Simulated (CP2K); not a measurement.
Ge:

```
Ge
1.0
     4.00068    0.00000    0.00000
     2.00034    3.46469    0.00000
     2.00034    1.15490    3.26654
Ge
2
Direct
  0.75000 0.75000 0.75000
  0.50000 0.50000 0.50000
```

Base run:

* Program: CP2K 2026.2
* Functional: PBE
* Potentials or basis: POTENTIAL_UZH Ge GTH-SCAN-q4; DZVP-MOLOPT-SR-GTH basis
* Density cutoff: 6123 eV
* k mesh: 8 × 8 × 8
* Occupations: fermi-dirac, width 0.05 eV
* Spin: no spin polarisation

Its results: band gap on the k mesh 0.28 eV, direct; pressure -1.3 GPa.

Problem. The run is repeated on the same cell with these changes: potentials or basis from POTENTIAL_UZH Ge GTH-SCAN-q4; DZVP-MOLOPT-SR-GTH basis to POTENTIAL_UZH Ge GTH-PBE0-q4; DZVP-MOLOPT-SR-GTH basis; potentials from Ge GTH-SCAN-q4 of POTENTIAL_UZH to Ge GTH-PBE0-q4 of POTENTIAL_UZH. What comes out?

Solution. Band gap on the k mesh 0.09 eV, direct; pressure 3.6 GPa.

Caveats: the basis of atomic orbitals isn't converged, which shifts pressures, moduli and gaps; the potentials were made for another functional, which shifts forces and pressure (some runs).
